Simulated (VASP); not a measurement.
# MgSi (P4/mmm) in VASP: notebook, part 2 of 2

VASP 6.6.1. The steps go on from the part before.

## 3. Single point, r2SCAN

POSCAR reads:

```
MgSi
1.0
    2.9083940000      0.0000000000      0.0000000000
    0.0000000000      2.9083940000      0.0000000000
    0.0000000000      0.0000000000      4.1034270000
Mg Si
1 1
Direct
    0.0000000000      0.0000000000      0.0000000000
    0.5000000000      0.5000000000      0.5000000000
```

INCAR.step1 reads:

```
PREC = Accurate ; ENCUT = 520
ISMEAR = 0 ; SIGMA = 0.15
LREAL = False ; LASPH = True
NELM = 100 ; NBANDS = 10
GGA = PE ; ALGO = Normal
EDIFF = 1E-4 ; LWAVE = True
LCHARG = False
```

INCAR.step2 reads:

```
PREC = Accurate ; ENCUT = 520
EDIFF = 1E-6 ; ISMEAR = 0
SIGMA = 0.15 ; LREAL = False
LASPH = True ; NELM = 100
ALGO = Normal ; ISIF = 2
LWAVE = False ; LCHARG = False
METAGGA = R2SCAN ; LMIXTAU = True
NBANDS = 10 ; ISTART = 1
```

KPOINTS reads:

```
regular mesh
0
Gamma
  16 16 12
```

Potentials or basis: VASP PAW PBE potentials, release 64 (Mg, Si).

Command:

```bash
$ cat potpaw_PBE.64/Mg/POTCAR potpaw_PBE.64/Si/POTCAR > POTCAR
$ cp INCAR.step1 INCAR
$ mpirun -np 1 vasp_std > vasp.out
$ cp INCAR.step2 INCAR
$ mpirun -np 1 vasp_std > vasp.out
```

OUTCAR:

```text
PREC = Accurate
   ENCUT = 520
   EDIFF = 1E-6
   ISMEAR = 0
   LREAL = False
   LASPH = True
   NELM = 100
   ISIF = 2
   METAGGA = R2SCAN
   ISTART = 1

 ion  position               nearest neighbor table
   1  0.000  0.000  0.000-   2 2.90   2 2.90   2 2.90   2 2.90   2 2.90   2 2.90   2 2.90   2 2.90

   2  0.500  0.500  0.500-   1 2.90   1 2.90   1 2.90   1 2.90   1 2.90   1 2.90   1 2.90   1 2.90

  LATTYP: Found a simple tetragonal cell.
 ALAT       =     2.9083940000
 C/A-ratio  =     1.4108910278

  Lattice vectors:

 A1 = (   2.9083940000,   0.0000000000,   0.0000000000)
 A2 = (   0.0000000000,   2.9083940000,   0.0000000000)
 A3 = (   0.0000000000,   0.0000000000,   4.1034270000)

Analysis of symmetry for initial positions (statically):
=====================================================================
 Subroutine PRICEL returns:
 Original cell was already a primitive cell.

 Routine SETGRP: Setting up the symmetry group for a
 simple tetragonal supercell.

 Subroutine GETGRP returns: Found 16 space group operations
 (whereof 16 operations were pure point group operations)
 out of a pool of 16 trial point group operations.

[... 165 lines left out ...]

 val. band max:        6.2235937173   @ k =   0.4375   0.1250   0.3333
 cond. band min:       6.2322507562   @ k =   0.5000   0.1250   0.0000
 fundamental gap:      0.0086570389
 Fermi energy:         6.2287996462

 k-point     1 :       0.0000    0.0000    0.0000
  band No.  band energies     occupation
      1      -5.7504      2.00000
      2       3.1150      2.00000
      3       5.2889      2.00000
      4      10.8357      0.00000
      5      10.8357      0.00000
      6      11.8677      0.00000
      7      15.4186      0.00000
      8      19.4269      0.00000
      9      19.4269      0.00000
     10      19.9289      0.00000
[... 287 lines left out ...]
 k-point    24 :       0.5000    0.1250    0.0000
  band No.  band energies     occupation
      1      -1.9295      2.00000
      2       0.2396      2.00000
      3       6.2323      0.97404
      4       9.1404      0.00000
      5       9.5226      0.00000
      6      10.8560      0.00000
      7      11.0242      0.00000
      8      14.2594      0.00000
      9      19.3479      0.00000
     10      19.5270      0.00000

 [... further k-points ...]
[... 5 lines left out ...]
  --------------------------------------------------------------------------------------
  -------------------------------------------------------------------------------------
  Total       -0.1021637     -0.1021637     -0.8107492      0.0000000      0.0000000      0.0000000
  in kB       -4.7157858     -4.7157858    -37.4234580      0.0000000      0.0000000      0.0000000
  external PRESSURE =     -15.6183432 kB  Pullay stress =       0.0000000 kB

 VOLUME and BASIS-vectors are now :
 -----------------------------------------------------------------------------
  energy-cutoff  :      520.00
  volume of cell :       34.71
      direct lattice vectors                 reciprocal lattice vectors
     2.908394000  0.000000000  0.000000000     0.343832369  0.000000000  0.000000000
     0.000000000  2.908394000  0.000000000     0.000000000  0.343832369  0.000000000
     0.000000000  0.000000000  4.103427000     0.000000000  0.000000000  0.243698743

 POSITION                                       TOTAL-FORCE (eV/Angst)
 -----------------------------------------------------------------------------------
      0.00000      0.00000      0.00000         0.000000      0.000000      0.000000
      1.45420      1.45420      2.05171         0.000000      0.000000      0.000000
 -----------------------------------------------------------------------------------
    total drift:                               -0.000000     -0.000000     -0.000000

  FREE ENERGIE OF THE ION-ELECTRON SYSTEM (eV)
  ---------------------------------------------------
  free  energy   TOTEN  =       -12.6169594654 eV

  energy  without entropy=      -12.6079133770  energy(sigma->0) =      -12.61243642
```

OUTCAR.step1:

```text
PREC = Accurate
   ENCUT = 520
   ISMEAR = 0
   LREAL = False
   LASPH = True
[... 537 lines left out ...]
      0.00000      0.00000      0.00000         0.000000      0.000000      0.000000
      1.45420      1.45420      2.05171         0.000000      0.000000      0.000000
 -----------------------------------------------------------------------------------
    total drift:                               -0.000000     -0.000000     -0.000000

  FREE ENERGIE OF THE ION-ELECTRON SYSTEM (eV)
  ---------------------------------------------------
  free  energy   TOTEN  =        -6.7240644177 eV

  energy  without entropy=       -6.7142558781  energy(sigma->0) =       -6.71916015
```

It took 86 s on 1 thread of Intel Xeon 6975P-C (Granite Rapids), shared host; peak memory 0.25 GiB.

What came out:

| Item | Value |
| --- | --- |
| Free energy | -12.6170 eV |
| Pressure | -1.6 GPa |
| Band gap on the k mesh | none (metal or under the smearing width) |

Stress tensor (GPa, compression positive):
```
-0.47  0.00  0.00
 0.00 -0.47  0.00
 0.00  0.00 -3.74
```

Levels at points of the mesh, in eV from the Fermi level:
| k point | band 1 | band 2 | band 3 | band 4 | band 5 | band 6 | band 7 |
| --- | --- | --- | --- | --- | --- | --- | --- |
| (0.00, 0.00, 0.00) | -11.98 | -3.11 | -0.94 | 4.61 | 4.61 | 5.64 | 9.19 |
| (0.50, 0.00, 0.00) | -8.43 | -6.25 | -0.25 | 2.68 | 3.06 | 4.56 | 6.96 |
| (0.50, 0.50, 0.00) | -4.61 | -3.40 | -3.40 | 0.64 | 2.83 | 5.77 | 5.77 |
| (0.00, 0.00, 0.50) | -10.91 | -7.57 | 5.11 | 5.11 | 7.06 | 8.15 | 8.95 |
| (0.50, 0.00, 0.50) | -7.46 | -5.27 | -4.18 | -1.53 | 7.58 | 10.53 | 10.97 |
| (0.50, 0.50, 0.50) | -3.47 | -2.59 | -2.59 | -0.80 | 1.24 | 1.24 | 1.52 |

Caveat: the PAW data sets were made with another functional, which shifts forces and pressure a little.
